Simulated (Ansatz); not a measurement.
# Ca (Fm-3m) in Ansatz: notebook

One crystal, Ca, is run at these levels: Slater exchange only, PBE; tasks: optical spectrum, single point.

All numbers are computed with Ansatz 0.2.0; they aren't measurements. Logs are shortened: lines on timing, memory, paths and dates and some standing lists are left out, and cuts for length are marked.

## 1. Starting point

Symmetry: Fm-3m, No. 225, cubic system. The conventional cell has a = 5.588 Å, b = 5.588 Å, c = 5.588 Å, α = 90.00°, β = 90.00°, γ = 90.00°. Ca (site symmetry m-3m) is surrounded by 12 Ca at 3.95 Å.

## 2. Optical spectrum, Slater exchange only, spin-orbit coupling, no magnetisation

Contents of input.yaml:

```yaml
crystal:
  lattice: { a: 5.5884, b: 5.5884, c: 5.5884, alpha: 90.0, beta: 90.0, gamma: 90.0 }
  space_group: 225
  setting: { hermann_mauguin: Fm-3m }
  reduce_to_primitive: true
  atoms:
    - { symbol: Ca, position: [0.0, 0.0, 0.0] }
kpoints:
  mp_grid: { grid: [6, 6, 6] }
scf:
  occupations: { method: fermi_dirac, width: 0.15 }
hamiltonian:
  xc: { exchange: slater, correlation: none }
  pseudopotentials:
    kind: all_electron
    lapw: { basis_error: 0.002, muffin_tin_radii: { Ca: 1.383 } }
magnetization:
  noncollinear: true
  spin_orbit: true
output:
  eigenvalues: true
  optics:
    e_range: [0, 14]
    de: 0.1
    sigma: 0.15
    nscf_kmesh: { grid: [9, 9, 9] }
```

Potentials or basis: all-electron LAPW, relativistic spinors.

On the command line:

```sh
$ ansatz run input.yaml --threads 1 --pin off --max-ram 2560MiB --backend cpu --events-out ev --progress --plain --runs-dir out
```

Log:

```text
Warning: RAYON_NUM_THREADS=1 ignored (pool sized by the plan → 1); use --threads N
crystal.space_group: 225 is read as Fm-3m: the typed cell holds Ca4 (Ca 4a). Least distances (Å): Ca–Ca 3.952
LAPW: plane waves up to 6.857 Å⁻¹, error target 2.0e-3 eV per atom; Dirac's equation on spinors; Ca in spheres of 1.383 Å, 10 of its electrons in bands (how accurate: hamiltonian.pseudopotentials.lapw.basis_error, Limitations)
Engine: ansatz 0.2.0, aarch64-unknown-linux-gnu
Pseudopotentials: kind: all_electron
Pseudopotential: Ca, LAPW, valence charge 10, lapw/all_electron/dirac/gaussian/Ca, Dirac's equation, gaussian nucleus
Functional definition: unnamed
  exchange = slater_x
  correlation = 0
non-collinear run that drives no moment, with spin-orbit: no starting moment large enough to seed its density (crystal.atoms[].spin), no starting occupations that ask for one, no magnetisation constraint and no magnetic field, so the semilocal B_xc is pinned to zero
Crystal: 1 atoms, lattice volume = 43.632 Å³
Basis set: ecut = 179.16416179085806 eV, 259 PW (Γ), exchange–correlation at level 2
Bands: 18, of which v1, the nominal top of the filled ones, is band 10 counted from 1 (9 counted from 0)
Symmetry: 48 space group operations + 48 with time reversal
Magnetic group: BNS 225.117 (UNI 1619), of the structure as read, at distance tolerance 3.5e-5 Å
k-points: 16 of 216
Non-local potential: Ca, projectors of the file, none
Initial density: superposition of atomic densities (chi_scale 0.1, normalization cell)
Initial wavefunctions: plane waves of lowest kinetic energy (no species holds an atomic orbital)
Functional: x = slater, c = none
iter 1 solved again at ethr=6.42e-5 eV; its pass at ethr=1.00e-1 eV (dr2=6.42e-3 eV) is discarded
SCF iter   1: F=—  HF=-18427.069987 eV  |F-HF|=—  |Δ(HF+E_count)|=         —  Δρ=3.34e-3  dr2=6.21e-3  dr2_m=0.00e0 (ungated)  ethr=6.42e-5  |M|=0.00e0 ∫|m|=0.00e0 μB  β_m=0.30  ⟨swp⟩=4.2  Hψ=2138  notcnv=0
preconditioner: auto → none  [metal: Δε(μ)=0.022 eV  Ē_g=3.571 eV  σ=0.150 eV  W_gap=0.04  n_scr=8 (ndim 8)  ℏωp=8.0 eV  f_vac=0.000  D(μ)=1.51/eV (n_scr^D=14)  sad-step TF]
SCF iter   2: F=—  HF=-18427.068775 eV  |F-HF|=—  |Δ(HF+E_count)|=   1.21e-3  Δρ=2.75e-3  dr2=4.86e-3  dr2_m=0.00e0 (ungated)  ethr=6.21e-5  |M|=0.00e0 ∫|m|=0.00e0 μB  β_m=0.54  ⟨swp⟩=2.2  Hψ=848  notcnv=0
SCF iter   3: F=—  HF=-18427.069632 eV  |F-HF|=—  |Δ(HF+E_count)|=   8.56e-4  Δρ=8.66e-4  dr2=5.38e-4  dr2_m=0.00e0 (ungated)  ethr=4.86e-5  |M|=0.00e0 ∫|m|=0.00e0 μB  β_m=0.66  ⟨swp⟩=2.4  Hψ=852  notcnv=0
iter 4 solved again at ethr=3.75e-9 eV; its pass at ethr=5.38e-6 eV (dr2=3.75e-7 eV) is discarded
SCF iter   4: F=—  HF=-18427.069725 eV  |F-HF|=—  |Δ(HF+E_count)|=   9.30e-5  Δρ=3.25e-5  dr2=3.65e-7  dr2_m=0.00e0 (ungated)  ethr=3.75e-9  |M|=0.00e0 ∫|m|=0.00e0 μB  β_m=0.72  ⟨swp⟩=3.8  Hψ=1492  notcnv=0
SCF iter   5: F=—  HF=-18427.069725 eV  |F-HF|=—  |Δ(HF+E_count)|=   1.68e-7  Δρ=8.38e-6  dr2=2.83e-8  dr2_m=0.00e0 (ungated)  ethr=3.65e-9  |M|=0.00e0 ∫|m|=0.00e0 μB  β_m=0.86  ⟨swp⟩=3.0  Hψ=904  notcnv=0
SCF iter   6: F=—  HF=-18427.069725 eV  |F-HF|=—  |Δ(HF+E_count)|=   2.75e-8  Δρ=4.60e-7  dr2=1.53e-10  dr2_m=0.00e0 (ungated)  ethr=2.83e-10  |M|=0.00e0 ∫|m|=0.00e0 μB  β_m=0.87  ⟨swp⟩=3.0  Hψ=904  notcnv=0
SCF iter   7: F=-18427.069725 eV  HF=-18427.069725 eV  |F-HF|=7.28e-12  |Δ(HF+E_count)|=  3.86e-10  Δρ=2.13e-8  dr2=1.34e-13  dr2_m=0.00e0 (ungated)  ethr=1.53e-12  |M|=0.00e0 ∫|m|=0.00e0 μB  ⟨swp⟩=2.7  Hψ=875  notcnv=0
SCF 1 converged in 7 iterations: F = -18427.069725 eV  dr2 = 1.34e-13
NSCF: frozen V_eff on 35 k-points
the basis was enlarged: its passes take 13.1 MiB over the memory plan, 1 of 1 planned eigensolver slots
SCF converged after 7 iterations
Magnetization: |M| = 0.0000 μB,  M = (+0.0000, +0.0000, +0.0000) μB
Absolute magnetization: 0.0000 μB (∫|m|)
  site 0: m = (+0.0000, +0.0000, +0.0000) μB, |m| = 0.0000 μB  (R = 1.38 Å)
Free energy (F): -18427.069725 eV
Harris-Foulkes:  -18427.069725 eV  (|F-HF|=7.28e-12)
Internal energy: -18426.965210 eV  (E = F + TS)
E sigma→0 (E₀):  -18427.017467 eV
Entropy (-TS):   -0.104516 eV (-104.516 meV/atom)
Fermi energy:    6.050656 eV
--- Per-component energies (eV) ---
  E_band       = -160.095876
  E_kinetic    = 18589.268920
  E_xc         = -893.302885
  E_electrostatic = -36122.931245  (all electrons and nuclei)
  E_smearing   = -0.104516  (= −TS)
  E_closure    = 0.000000  (closes the sum)
  E_atoms      = -18425.317935  (free atoms, spherical and without spin; not in F)
  Σ components = -18427.069725   (vs F -18427.069725, Δ=0.00e0)
  Basis errors (estimates in eV, not in F): energy 9.8e-4 per atom: plane waves 9.7e-4 (5.9e-4 summed), levels above the bands 4.3e-12, relativity 4.6e-9, radial functions 3.2e-6, core shells 3.3e-6; eigenvalues (radial functions only) 3.6e-5; not estimated: angular momenta, meshes, grids; target (lapw.basis_error) 2.0e-3; muffin-tin radii Ca 1.383 Å
--- Band table (eV; the first three rows and the last of 16) ---
  k-point 0: bands = ["-35.2593", "-35.2593", "-16.7099", "-16.7099", "-16.3245", "-16.3245", "-16.3245", "-16.3245", "2.0307", "2.0307", "8.3709", "8.3709", "8.3709", "8.3709", "8.3804", "8.3804", "9.4527", "9.4527"]
  k-point 1: bands = ["-35.2560", "-35.2560", "-16.7243", "-16.7243", "-16.3486", "-16.3486", "-16.3292", "-16.3292", "2.4884", "2.4884", "7.9101", "7.9101", "8.5014", "8.5014", "8.5116", "8.5116", "9.3596", "9.3596"]
  k-point 2: bands = ["-35.2496", "-35.2496", "-16.7558", "-16.7558", "-16.3933", "-16.3933", "-16.3387", "-16.3387", "3.7291", "3.7291", "6.9182", "6.9182", "8.4016", "8.4016", "8.4133", "8.4133", "9.7317", "9.7317"]
  k-point 15: bands = ["-35.2421", "-35.2421", "-16.7838", "-16.7838", "-16.4172", "-16.4172", "-16.3837", "-16.3837", "6.0524", "6.0524", "6.6663", "6.6663", "6.8130", "6.8130", "8.9351", "8.9351", "10.3299", "10.3299"]
```

It took 37 s on 1 thread of Arm Neoverse V2, shared host; peak memory 0.31 GiB.

Results:

```yaml
Free_energy: -18427.0697 eV
Band_gap_on_the_k_mesh: none (metal or under the smearing width)
```

Dielectric function (mean over the directions given):
```
energy (eV)  real part  imaginary part
       0.30      44.42           47.84
       0.70      10.75           31.56
       1.20      -0.47           19.36
       1.70      -2.79            4.98
       2.10      -3.20            1.61
       2.60      -1.13            2.34
       3.10      -0.79            1.61
       3.60       1.20            1.67
       4.00       2.06            1.62
       4.50       0.90            3.86
       5.00       1.36            3.57
       5.40      -2.43            2.54
       5.90      -1.17            1.57
       6.40      -0.39            0.41
       6.90      -0.33            0.56
       7.30       0.22            0.25
       7.80       0.36            0.25
       8.30       0.32            0.11
       8.80       0.49            0.07
       9.20       0.65            0.15
       9.70       0.61            0.10
      10.20       0.75            0.06
      10.60       0.76            0.08
      11.10       0.79            0.08
      11.60       0.86            0.02
      12.10       0.91            0.01
      12.50       0.95            0.03
      13.00       0.98            0.03
      13.50       1.02            0.01
      14.00       1.06            0.01
```

Caveat: local fields are left out; the k mesh is thin for a metal, which can move the energy by tens of meV per atom; spectra need much finer meshes, so this one isn't converged; independent-particle spectra lack excitons; the intraband (Drude) part of a metal's response may be missing.

## 3. Single point, PBE, 41.01 Å³/atom (volume scaled by 0.94)

Contents of input.yaml:

```yaml
crystal:
  lattice:
    - [0.0, 2.737159505, 2.737159505]
    - [2.737159505, 0.0, 2.737159505]
    - [2.737159505, 2.737159505, 0.0]
  atoms:
    - { symbol: Ca, position: [0.0, 0.0, 0.0] }
kpoints:
  mp_grid: { grid: [8, 8, 8] }
scf:
  occupations: { method: fermi_dirac, width: 0.05 }
hamiltonian:
  xc: pbe
  pseudopotentials: { kind: all_electron, lapw: { basis_error: 0.0005 } }
output:
  forces: true
  stress: true
  eigenvalues: true
```

Potentials or basis: all-electron LAPW, scalar-relativistic.

On the command line:

```sh
$ ansatz run input.yaml --threads 1 --pin off --max-ram 2560MiB --backend cpu --events-out ev --progress --plain --runs-dir out
```

It took 0.84 s on 1 thread of Intel Xeon 6975P-C (Granite Rapids), shared host; peak memory 0.25 GiB.

The run converged. Its results:

```
Free energy            : -18514.4731 eV
Pressure               : 0.5 GPa
Band gap on the k mesh : none (metal or under the smearing width)
```

## 4. Single point, PBE, 41.89 Å³/atom (volume scaled by 0.96)

Changes to input.yaml since step 3:

```diff
@@ -2,5 +2,5 @@
   lattice:
-    - [0.0, 2.737159505, 2.737159505]
-    - [2.737159505, 0.0, 2.737159505]
-    - [2.737159505, 2.737159505, 0.0]
+    - [0.0, 2.7564359112, 2.7564359112]
+    - [2.7564359112, 0.0, 2.7564359112]
+    - [2.7564359112, 2.7564359112, 0.0]
   atoms:
```

On the command line:

```sh
$ ansatz run input.yaml --threads 1 --pin off --max-ram 2560MiB --backend cpu --events-out ev --progress --plain --runs-dir out
```

Wall time 0.84 s (1 thread of Intel Xeon 6975P-C (Granite Rapids), shared host); peak memory 0.25 GiB.

The run converged. Its results:

```
Free energy            : -18514.4748 eV
Pressure               : 0.1 GPa
Band gap on the k mesh : none (metal or under the smearing width)
```

## 5. Single point, PBE, 42.76 Å³/atom (volume scaled by 0.98)

Changes to input.yaml since step 4:

```diff
@@ -2,5 +2,5 @@
   lattice:
-    - [0.0, 2.7564359112, 2.7564359112]
-    - [2.7564359112, 0.0, 2.7564359112]
-    - [2.7564359112, 2.7564359112, 0.0]
+    - [0.0, 2.7754464148, 2.7754464148]
+    - [2.7754464148, 0.0, 2.7754464148]
+    - [2.7754464148, 2.7754464148, 0.0]
   atoms:
```

On the command line:

```sh
$ ansatz run input.yaml --threads 1 --pin off --max-ram 2560MiB --backend cpu --events-out ev --progress --plain --runs-dir out
```

Wall time 0.85 s (1 thread of Intel Xeon 6975P-C (Granite Rapids), shared host); peak memory 0.25 GiB.

Results (log left out):

```yaml
Free_energy: -18514.4744 eV
Pressure: -0.2 GPa
Band_gap_on_the_k_mesh: none (metal or under the smearing width)
```

## 6. Single point, PBE, 43.63 Å³/atom

Changes to input.yaml since step 5:

```diff
@@ -2,5 +2,5 @@
   lattice:
-    - [0.0, 2.7754464148, 2.7754464148]
-    - [2.7754464148, 0.0, 2.7754464148]
-    - [2.7754464148, 2.7754464148, 0.0]
+    - [0.0, 2.7942, 2.7942]
+    - [2.7942, 0.0, 2.7942]
+    - [2.7942, 2.7942, 0.0]
   atoms:
```

Potentials or basis: all-electron LAPW, scalar-relativistic.

On the command line:

```sh
$ ansatz run input.yaml --threads 1 --pin off --max-ram 2560MiB --backend cpu --events-out ev --progress --plain --runs-dir out
```

Wall time 0.78 s (1 thread of Intel Xeon 6975P-C (Granite Rapids), shared host); peak memory 0.24 GiB.

It converged, with:

```yaml
Free_energy: -18514.4723 eV
Pressure: -0.6 GPa
Band_gap_on_the_k_mesh: none (metal or under the smearing width)
```

## 7. Single point, PBE, 44.50 Å³/atom (volume scaled by 1.02)

Changes to input.yaml since step 6:

```diff
@@ -2,5 +2,5 @@
   lattice:
-    - [0.0, 2.7942, 2.7942]
-    - [2.7942, 0.0, 2.7942]
-    - [2.7942, 2.7942, 0.0]
+    - [0.0, 2.8127051751, 2.8127051751]
+    - [2.8127051751, 0.0, 2.8127051751]
+    - [2.8127051751, 2.8127051751, 0.0]
   atoms:
```

On the command line:

```sh
$ ansatz run input.yaml --threads 1 --pin off --max-ram 2560MiB --backend cpu --events-out ev --progress --plain --runs-dir out
```

Wall time 0.82 s (1 thread of Intel Xeon 6975P-C (Granite Rapids), shared host); peak memory 0.25 GiB.

The run converged. Its results:

| Item | Value |
| --- | --- |
| Free energy | -18514.4684 eV |
| Pressure | -0.9 GPa |
| Band gap on the k mesh | none (metal or under the smearing width) |

## 8. Single point, PBE, 45.38 Å³/atom (volume scaled by 1.04)

Changes to input.yaml since step 7:

```diff
@@ -2,5 +2,5 @@
   lattice:
-    - [0.0, 2.8127051751, 2.8127051751]
-    - [2.8127051751, 0.0, 2.8127051751]
-    - [2.8127051751, 2.8127051751, 0.0]
+    - [0.0, 2.8309700062, 2.8309700062]
+    - [2.8309700062, 0.0, 2.8309700062]
+    - [2.8309700062, 2.8309700062, 0.0]
   atoms:
```

On the command line:

```sh
$ ansatz run input.yaml --threads 1 --pin off --max-ram 2560MiB --backend cpu --events-out ev --progress --plain --runs-dir out
```

Run time: 0.76 s. Hardware: 1 thread of Intel Xeon 6975P-C (Granite Rapids), shared host; peak memory 0.24 GiB.

Results (log left out):

| Property | Result |
| --- | --- |
| Free energy | -18514.4630 eV |
| Pressure | -1.1 GPa |
| Band gap on the k mesh | none (metal or under the smearing width) |

## 9. Single point, PBE, 46.25 Å³/atom (volume scaled by 1.06)

Changes to input.yaml since step 8:

```diff
@@ -2,5 +2,5 @@
   lattice:
-    - [0.0, 2.8309700062, 2.8309700062]
-    - [2.8309700062, 0.0, 2.8309700062]
-    - [2.8309700062, 2.8309700062, 0.0]
+    - [0.0, 2.8490021484, 2.8490021484]
+    - [2.8490021484, 0.0, 2.8490021484]
+    - [2.8490021484, 2.8490021484, 0.0]
   atoms:
```

Potentials or basis: all-electron LAPW, scalar-relativistic.

On the command line:

```sh
$ ansatz run input.yaml --threads 1 --pin off --max-ram 2560MiB --backend cpu --events-out ev --progress --plain --runs-dir out
```

Wall time 0.74 s (1 thread of Intel Xeon 6975P-C (Granite Rapids), shared host); peak memory 0.25 GiB.

It converged, with:

```
Free energy            : -18514.4563 eV
Pressure               : -1.4 GPa
Band gap on the k mesh : none (metal or under the smearing width)
```
